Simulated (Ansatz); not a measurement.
# Polar GaN (0001) films against thickness

What happens to a polar GaN (0001) film as it grows?

Main program and level: Ansatz 0.2.0; plane-wave DFT, LDA, Ansatz PAW.

This is a report of a sequence of runs, with most program output left out.

### 1. The structure

The cell holds 2 atoms: 1 N and 1 Ga. Its edges and angles: a = 3.190 Å, b = 3.190 Å, c = 18.638 Å, α = 90.0°, β = 90.0°, γ = 120.0°. It derives from GaN (wurtzite GaN). Vacuum lies along c.

Structure file:

```
N Ga
1.0
     3.19000    0.00000    0.00000
    -1.59500    2.76262    0.00000
     0.00000    0.00000   18.63837
N Ga
1 1
Direct
  0.66667 0.33333 0.48287
  0.33333 0.66667 0.51713
```

### 2. Relaxation, 2 atoms, units 1

The structure is relaxed first, because levels and dipoles at a surface follow the positions of the outer atoms.

input.yaml reads:

```yaml
crystal:
  lattice:
    - [3.19, 0.0, 0.0]
    - [-1.595, 2.76262104, 0.0]
    - [0.0, 0.0, 18.63837]
  atoms:
    - { symbol: "N", position: [0.66666667, 0.33333333, 0.4828748437] }
    - { symbol: Ga, position: [0.33333333, 0.66666667, 0.5171251563] }
kpoints:
  mp_grid: { grid: [12, 12, 1] }
hamiltonian:
  xc: lda
scf:
  occupations: { method: fermi_dirac, width: 0.03 }
  convergence: { dr2_threshold: 1.0e-09 }
efield:
  axis: 3
  dipole_correction: true
  ramp_position: 0.97
  ramp_width: 0.06
relax:
  f_tol: 0.01
  max_steps: 100
output:
  write_potential: true
  write_density: true
  volumetric_format: npy
```

The run is started by

```sh
> ansatz run input.yaml --threads 4 --pin off --max-ram 12288MiB --backend cpu --events-out ev --progress --plain --runs-dir out
```

It took 3.4 s on 4 threads of Arm Neoverse V2, shared host; peak memory 0.39 GiB; 13 s of CPU time.

The steps of the relaxation:

```csv
step,energy less that of the first step (eV),largest force component (eV/Å)
1,0.0000,3.3508
2,-0.6580,1.7936
3,-0.9861,0.0250
4,-0.9862,0.0005
```

Forces are held to the 6 operations that the run works with; a distortion that breaks them can't arise in this run.

The atoms that moved most (Å):

| atom | dx | dy | dz | length |
| --- | --- | --- | --- | --- |
| N1 | 0.000 | 0.000 | 0.319 | 0.319 |
| Ga2 | 0.000 | 0.000 | -0.319 | 0.319 |

Final coordinates:

```xyz
2
Lattice="3.1900 0.0000 0.0000 -1.5950 2.7626 0.0000 0.0000 0.0000 18.6384" Properties=species:S:1:pos:R:3
N     1.5950    0.9209    9.3192
Ga    0.0000    1.8417    9.3191
```

This step gave:

```
gap on the k-mesh             : 2.259 eV
dipole along the normal       : -3.18e-5 e·Å
ionisation energy, upper face : 5.643 eV
electron affinity, upper face : 3.384 eV
```

Running mean over 2.595 Å of the planar mean; the ramp of the sawtooth is left out. The electron's electrostatic potential energy less the Fermi level by z:

z (Å), electron's electrostatic potential energy less the Fermi level (eV) and a bar from the least value:
```
      3.0       4.50 ##############################
      3.5       4.50 ##############################
      4.0       4.50 ##############################
      4.5       4.50 ##############################
      5.0       4.50 ##############################
      5.5       4.50 ##############################
      6.0       4.48 ##############################
      6.5       4.42 ##############################
      7.0       4.16 #############################
      7.5       2.96 #########################
      8.0      -0.08 ###############
      8.5      -3.26 ####
      9.0      -4.52 
      9.5      -4.63 
     10.0      -3.80 ###
     10.5      -1.08 ############
     11.0       2.30 #######################
     11.5       3.98 ############################
     12.0       4.38 ##############################
     12.5       4.47 ##############################
     13.0       4.49 ##############################
     13.5       4.50 ##############################
     14.0       4.50 ##############################
     14.5       4.50 ##############################
     15.0       4.50 ##############################
     15.5       4.50 ##############################
```

The relaxation took 4 steps and lowered the energy by 0.99 eV; the largest force on the free atoms ends at 4.9e-4 eV/Å.

The gap is 2.26 eV, with the valence edge 5.64 eV and the conduction edge 3.38 eV under the upper vacuum level.

### 3. The relaxed film, single point, 2 atoms, units 1

The film was relaxed beforehand; a single point on the relaxed positions gives its levels and potential.

input.yaml, the sections that differ from step 2:

```yaml
crystal:
  lattice:
    - [3.1900000011, 0.0, 0.0]
    - [-1.5950000006, 2.762621039, 0.0]
    - [0.0, 0.0, 18.63837]
  atoms:
    - { symbol: "N", position: [0.6666666667, 0.3333333333, 0.5000029665] }
    - { symbol: Ga, position: [0.3333333333, 0.6666666667, 0.4999970335] }
output:
  eigenvalues: true
  dos: { projected: true, e_range: [-7, 7] }
  write_potential: true
  write_density: true
  volumetric_format: npy
# kpoints, hamiltonian, scf, efield: as in step 2
# relax: removed
```

Run time: 1.4 s. Hardware: 4 threads; peak memory 0.38 GiB; 4.8 s of CPU time.

Numbers from this step:

| Item | Value |
| --- | --- |
| dipole along the normal | -3.23e-5 e·Å |

Running mean over 2.595 Å of the planar mean; the ramp of the sawtooth is left out. The electron's electrostatic potential energy less the Fermi level by z:

```
z (Å)  electron's electrostatic potential energy less the Fermi level (eV)
  3.0                                                                 4.50
  3.5                                                                 4.50
  4.0                                                                 4.50
  4.5                                                                 4.50
  5.0                                                                 4.50
  5.5                                                                 4.50
  6.0                                                                 4.48
  6.5                                                                 4.42
  7.0                                                                 4.16
  7.5                                                                 2.96
  8.0                                                              -0.0835
  8.5                                                                -3.26
  9.0                                                                -4.52
  9.5                                                                -4.63
 10.0                                                                -3.80
 10.5                                                                -1.08
 11.0                                                                 2.30
 11.5                                                                 3.98
 12.0                                                                 4.38
 12.5                                                                 4.47
 13.0                                                                 4.49
 13.5                                                                 4.50
 14.0                                                                 4.50
 14.5                                                                 4.50
 15.0                                                                 4.50
 15.5                                                                 4.50
```

The density of states has structure finer than the step of the table below, so its rows give means over 0.25 eV, whole bins alone (the curve runs from -7 to 1.98 eV). Peaks (eV: height): -6.890: 3.14, -3.490: 1.70, -3.070: 3.25, -2.890: 2.33, -2.440: 3.28, -1.530: 2.26, -1.250: 1.41.

Density of states against energy, zero at the Fermi level of the run, which the smearing sets inside the gap; means over each step:

energy (eV), density of states (states/eV a cell) and a bar:
```
    -6.75       1.19 ################
    -6.50       0.60 ########
    -6.25       0.51 #######
    -6.00       0.41 #####
    -5.75       0.36 #####
    -5.50       0.39 #####
    -5.25       0.57 ########
    -5.00       0.56 #######
    -4.75       0.59 ########
    -4.50       0.63 ########
    -4.25       0.69 #########
    -4.00       0.78 ##########
    -3.75       1.12 ###############
    -3.50       1.47 ###################
    -3.25       1.29 #################
    -3.00       2.26 ##############################
    -2.75       0.19 ###
    -2.50       1.62 #####################
    -2.25       1.29 #################
    -2.00       1.29 #################
    -1.75       1.49 ####################
    -1.50       1.70 #######################
    -1.25       0.85 ###########
    -1.00       0.00 
    -0.75       0.00 
    -0.50       0.00 
    -0.25       0.00 
     0.00       0.00 
     0.25       0.00 
     0.50       0.00 
     0.75       0.00 
     1.00       0.00 
     1.25       0.06 #
     1.50       0.15 ##
     1.75       0.17 ##
```

Layers: GaN from below. The projected DOS per atom by energy from the Fermi level; read off at these points:

| energy from the Fermi level (eV) | projected DOS per atom (states/eV) |
| --- | --- |
| -6.95 | 0.603 |
| -6.84 | 0.967 |
| -6.62 | 0.354 |
| -6.29 | 0.261 |
| -6.07 | 0.221 |
| -5.74 | 0.179 |
| -5.41 | 0.228 |
| -5.08 | 0.280 |
| -4.75 | 0.292 |
| -4.53 | 0.308 |
| -4.20 | 0.349 |
| -3.87 | 0.398 |
| -3.54 | 0.793 |
| -3.21 | 0.637 |
| -3.10 | 1.20 |
| -2.99 | 1.07 |
| -2.66 | 0.0605 |
| -2.44 | 1.23 |
| -2.33 | 0.692 |
| -2.00 | 0.631 |
| -1.78 | 0.722 |
| -1.56 | 1.15 |
| -1.45 | 0.826 |
| -1.12 | 0.0323 |
| -0.79 | 0 |
| -0.46 | 0 |
| -0.24 | 0 |
| 0.09 | 0 |
| 0.42 | 0 |
| 0.75 | 0 |
| 1.08 | 2.7e-4 |
| 1.30 | 0.0341 |
| 1.63 | 0.0669 |
| 1.96 | 0.0839 |

The vacuum levels of the two faces differ by 0.00 eV, and the gap is 2.26 eV. Cations and anions have moved into nearly the same planes, so this film is no longer polar.

### 4. Relaxation, 4 atoms, units 2

System of this step: GaN (0001), 2 units. The cell holds 4 atoms: 2 N and 2 Ga. Its edges and angles: a = 3.190 Å, b = 3.190 Å, c = 21.233 Å, α = 90.0°, β = 90.0°, γ = 120.0°. It derives from GaN (wurtzite GaN). Vacuum lies along c.

The next thickness, treated alike, to follow how potential and charge build up across the film.

input.yaml, the sections that differ from step 3:

```yaml
crystal:
  lattice:
    - [3.19, 0.0, 0.0]
    - [-1.595, 2.76262104, 0.0]
    - [0.0, 0.0, 21.23337]
  atoms:
    - { symbol: "N", position: [0.66666667, 0.33333333, 0.4238611205] }
    - { symbol: Ga, position: [0.33333333, 0.66666667, 0.4539255898] }
    - { symbol: "N", position: [0.33333333, 0.66666667, 0.5460744102] }
    - { symbol: Ga, position: [0.66666667, 0.33333333, 0.5761388795] }
relax:
  f_tol: 0.01
  max_steps: 100
output:
  write_potential: true
  write_density: true
  volumetric_format: npy
# kpoints, hamiltonian, scf, efield: as in step 3
```

Run time: 13 s. Hardware: 4 threads; peak memory 0.44 GiB; 50 s of CPU time.

Step by step:

```csv
step,energy less that of the first step (eV),largest force component (eV/Å)
1,0.0000,3.4264
2,-0.6095,2.6816
3,-1.6358,1.2220
4,-1.7717,0.5785
5,-1.8132,0.1473
6,-1.8179,0.0809
7,-1.8190,0.0106
8,-1.8190,0.0009
```

The run keeps the 6 symmetry operations that it works with, so distortions that break them were not tested.

The atoms that moved most (Å):

| atom | dx | dy | dz | length |
| --- | --- | --- | --- | --- |
| Ga4 | 0.000 | 0.000 | -0.471 | 0.471 |
| N1 | 0.000 | 0.000 | 0.406 | 0.406 |
| N3 | 0.000 | 0.000 | 0.233 | 0.233 |
| Ga2 | 0.000 | 0.000 | -0.167 | 0.167 |

The relaxed structure:

```xyz
4
Lattice="3.1900 0.0000 0.0000 -1.5950 2.7626 0.0000 0.0000 0.0000 21.2334" Properties=species:S:1:pos:R:3
N     1.5950    0.9209    9.4059
Ga    0.0000    1.8417    9.4710
N     0.0000    1.8417   11.8275
Ga    1.5950    0.9209   11.7624
```

Numbers from this step:

| Item | Value |
| --- | --- |
| gap on the k-mesh | 2.488 eV |
| dipole along the normal | 2.21e-6 e·Å |
| ionisation energy, upper face | 5.676 eV |
| electron affinity, upper face | 3.188 eV |

The relaxation took 8 steps and lowered the energy by 1.8 eV; the largest force on the free atoms ends at 8.6e-4 eV/Å.

The gap is 2.49 eV, with the valence edge 5.68 eV and the conduction edge 3.19 eV under the upper vacuum level.

### 5. The relaxed film, single point, 4 atoms, units 2

input.yaml, the sections that differ from step 4:

```yaml
crystal:
  lattice:
    - [3.1900000011, 0.0, 0.0]
    - [-1.5950000006, 2.762621039, 0.0]
    - [0.0, 0.0, 21.23337]
  atoms:
    - { symbol: "N", position: [0.6666666667, 0.3333333333, 0.4429758215] }
    - { symbol: Ga, position: [0.3333333333, 0.6666666667, 0.4460435684] }
    - { symbol: "N", position: [0.3333333333, 0.6666666667, 0.5570242015] }
    - { symbol: Ga, position: [0.6666666667, 0.3333333333, 0.5539564086] }
output:
  eigenvalues: true
  dos: { projected: true, e_range: [-7, 7] }
  write_potential: true
  write_density: true
  volumetric_format: npy
  elf: true
# kpoints, hamiltonian, scf, efield: as in step 4
# relax: removed
```

Elapsed: 2.5 s, on 4 threads; peak memory 0.44 GiB; 9.3 s of CPU time.

This step gave:

```
dipole along the normal       : 1.51e-5 e·Å
ionisation energy, upper face : 5.675 eV
```

The density of states has structure finer than the step of the table below, so its rows give means over 0.2 eV, whole bins alone (the curve runs from -7 to 1.98 eV). Peaks (eV: height): -5.39: 2.12, -4.16: 3.70, -3.77: 4.39, -3.70: 3.19, -3.00: 3.82, -1.95: 2.76, -1.39: 6.54.

The density of states by energy, zero at the Fermi level of the run, which the smearing sets inside the gap; means over each step:

energy (eV), density of states (states/eV a cell) and a bar:
```
     -6.8       1.09 ######
     -6.6       1.01 ######
     -6.4       1.05 ######
     -6.2       1.06 ######
     -6.0       1.01 ######
     -5.8       1.21 #######
     -5.6       1.62 #########
     -5.4       1.97 ###########
     -5.2       1.37 ########
     -5.0       1.13 #######
     -4.8       1.09 ######
     -4.6       1.27 #######
     -4.4       1.64 ##########
     -4.2       2.67 ################
     -4.0       2.10 ############
     -3.8       2.11 ############
     -3.6       2.42 ##############
     -3.4       2.34 ##############
     -3.2       2.34 ##############
     -3.0       3.11 ##################
     -2.8       2.03 ############
     -2.6       1.57 #########
     -2.4       1.22 #######
     -2.2       1.05 ######
     -2.0       0.85 #####
     -1.8       1.03 ######
     -1.6       3.14 ##################
     -1.4       5.16 ##############################
     -1.2       0.22 #
     -1.0       0.00 
     -0.8       0.00 
     -0.6       0.00 
     -0.4       0.00 
     -0.2       0.00 
      0.0       0.00 
      0.2       0.00 
      0.4       0.00 
      0.6       0.00 
      0.8       0.00 
      1.0       0.00 
      1.2       0.01 
      1.4       0.08 
      1.6       0.15 #
      1.8       0.15 #
```

Projected DOS per atom over height of the atomic layer and energy from the Fermi level. Layers: GaN GaN from below.

Ten even steps from '_' (0.00 states/eV) to '@' (1.06 states/eV), each cell a mean:
```
____
____
____
____
____
____
____
____
@@@@
::::
::::
====
****
++++
++++
====
::::
----
----
::::
::::
::::
```
Columns: height of the atomic layer (Å) from 9.44 to 11.8; rows upwards: energy from the Fermi level (eV) from -6.95 to 1.96.

ELF in the ca plane at fractional y = 0.333, with atoms of N and Ga within 0.2 Å of it. It is the smooth field of the valence electrons, not physical close to the nuclei.

Ten even steps from '0' (0.00) to '9' (0.81), each cell a mean:
```
00000000000000000135799862122232210000000000
00000000000000001257996994210022210000000000
00000000000000001358971795210112210000000000
00000000000000001257997984220022210000000000
00000000000000000135788752123333210000000000
00000000000000000012333321246664310000000000
00000000000000000001222211257775310000000000
00000000000000000012344321245654210000000000
```
Columns run along c (16.0 Å, from fractional 0.07 to 0.82 of the cell), rows up along a (3.2 Å). Atoms in or near the plane, at fractional coordinates: N at (0.44, 0.67), Ga at (0.55, 0.67).

Valence density in the ca plane at fractional y = 0.333, with atoms of N and Ga within 0.2 Å of it. It is the smooth field of the valence electrons, not physical close to the nuclei.

Values in e/Å³, 5 rows by 16 columns, each cell a mean:
```
 0  0  0  0  0  0  0  1  1  0  2  0  0  0  0  0
 0  0  0  0  0  0  0  1  3  1 18  1  0  0  0  0
 0  0  0  0  0  0  0  1  1  0  3  0  0  0  0  0
 0  0  0  0  0  0  0  0  0  0  0  0  0  0  0  0
 0  0  0  0  0  0  0  0  0  0  0  0  0  0  0  0
```
Columns run along c (16.0 Å, from fractional 0.07 to 0.82 of the cell), rows up along a (3.2 Å). Atoms in or near the plane, at fractional coordinates: N at (0.44, 0.67), Ga at (0.55, 0.67).

Electrostatic potential energy in the ca plane at fractional y = 0.333, with atoms of N and Ga within 0.2 Å of it. With pseudopotentials it is smooth inside the atoms' cores, unlike the true potential.

Ten even steps from '0' (-24 eV) to '9' (4 eV), each cell a mean:
```
99999999999999999999864688742247999999999999
99999999999999999999700068500004899999999999
99999999999999999999500057400003799999999999
99999999999999999999710178500005899999999999
99999999999999999999875788753357999999999999
99999999999999999999865678887789999999999999
99999999999999999999764578988889999999999999
99999999999999999999876678887789999999999999
```
Columns run along c (16.0 Å, from fractional 0.07 to 0.82 of the cell; values clipped at the 3rd and 97th percentile), rows up along a (3.2 Å). Atoms in or near the plane, at fractional coordinates: N at (0.44, 0.67), Ga at (0.55, 0.67).

The vacuum levels of the two faces differ by 0.00 eV, and the gap is 2.49 eV. Cations and anions have moved into nearly the same planes, so this film is no longer polar.

### 6. Before relaxing, 4 atoms, units 2

For comparison, the film as cut from the bulk, to show what relaxation does to the dipole.

input.yaml, the sections that differ from step 5:

```yaml
crystal:
  lattice:
    - [3.19, 0.0, 0.0]
    - [-1.595, 2.76262104, 0.0]
    - [0.0, 0.0, 21.23337]
  atoms:
    - { symbol: "N", position: [0.66666667, 0.33333333, 0.4238611205] }
    - { symbol: Ga, position: [0.33333333, 0.66666667, 0.4539255898] }
    - { symbol: "N", position: [0.33333333, 0.66666667, 0.5460744102] }
    - { symbol: Ga, position: [0.66666667, 0.33333333, 0.5761388795] }
output:
  write_potential: true
  write_density: true
  volumetric_format: npy
# kpoints, hamiltonian, scf, efield: as in step 5
```

Wall time 2.7 s (4 threads); peak memory 0.44 GiB; 10 s of CPU time.

Numbers from this step:

```yaml
energy_at_zero_smearing: -8160.8635 eV
work_function_upper_face: 3.424 eV
work_function_lower_face: 7.562 eV
dipole_along_the_normal: 0.2015 e·Å
step_between_the_vacuum_levels: -4.138 eV
```

The vacuum levels of the two faces differ by 4.14 eV, and there is no gap.

### 7. Relaxation, 6 atoms, units 3

System of this step: GaN (0001), 3 units. The cell holds 6 atoms: 3 N and 3 Ga. Its edges and angles: a = 3.190 Å, b = 3.190 Å, c = 23.828 Å, α = 90.0°, β = 90.0°, γ = 120.0°. It derives from GaN (wurtzite GaN). Vacuum lies along c.

input.yaml, the sections that differ from step 6:

```yaml
crystal:
  lattice:
    - [3.19, 0.0, 0.0]
    - [-1.595, 2.76262104, 0.0]
    - [0.0, 0.0, 23.82837]
  atoms:
    - { symbol: "N", position: [0.66666667, 0.33333333, 0.3777010345] }
    - { symbol: Ga, position: [0.33333333, 0.66666667, 0.4044913689] }
    - { symbol: "N", position: [0.33333333, 0.66666667, 0.4866048328] }
    - { symbol: Ga, position: [0.66666667, 0.33333333, 0.5133951672] }
    - { symbol: "N", position: [0.66666667, 0.33333333, 0.5955086311] }
    - { symbol: Ga, position: [0.33333333, 0.66666667, 0.6222989655] }
relax:
  f_tol: 0.01
  max_steps: 100
# kpoints, hamiltonian, scf, efield, output: as in step 6
```

The job ended after 27 s (4 threads; peak memory 0.5 GiB; 1.8 min of CPU time).

The steps of the relaxation:

```csv
step,energy less that of the first step (eV),largest force component (eV/Å)
1,0.0000,2.3635
2,-0.3613,1.8916
3,-1.0221,1.1119
4,-1.5958,0.7808
5,-1.6843,0.2401
6,-1.7001,0.0744
7,-1.7041,0.0231
8,-1.7043,0.0050
```

Forces are held to the 6 operations that the run works with; a distortion that breaks them can't arise in this run.

The atoms that moved most (Å):

```
atom     dx     dy      dz  length
 Ga6  0.000  0.000  -0.529   0.529
  N1  0.000  0.000   0.483   0.483
  N3  0.000  0.000   0.319   0.319
 Ga4  0.000  0.000  -0.319   0.319
  N5  0.000  0.000   0.155   0.155
 Ga2  0.000  0.000  -0.110   0.110
```

The relaxed structure:

```xyz
6
Lattice="3.1900 0.0000 0.0000 -1.5950 2.7626 0.0000 0.0000 0.0000 23.8284" Properties=species:S:1:pos:R:3
N     1.5950    0.9209    9.4829
Ga    0.0000    1.8417    9.5287
N     0.0000    1.8417   11.9141
Ga    1.5950    0.9209   11.9147
N     1.5950    0.9209   14.3448
Ga    0.0000    1.8417   14.2998
```

The relaxation took 8 steps and lowered the energy by 1.7 eV; the largest force on the free atoms ends at 0.0050 eV/Å.

The gap is 2.42 eV, with the valence edge 5.59 eV and the conduction edge 3.17 eV under the upper vacuum level.

(Part 1 of 3 ends here.)

[Logs are printed without paths, hosts, clocks, repeated set-up lines and the standing remarks that a program may print on its own settings, such as how far it seeks lower states.]

[Hosts, paths, dates, database ids (printed as entryN), source tags and the programs' standing remarks are cut or masked in the printed files.]

[Maps of the electrostatic potential energy from Ansatz leave out the sawtooth potential of an applied field or a dipole correction, so their vacuum need not be flat; planar profiles and work functions include it.]

[The density of states shown here was stored with 400 of the rows of the run's finer table, so its peaks can read low, often by over a quarter, or be missed, and its means over a window can be off by a tenth or more.]
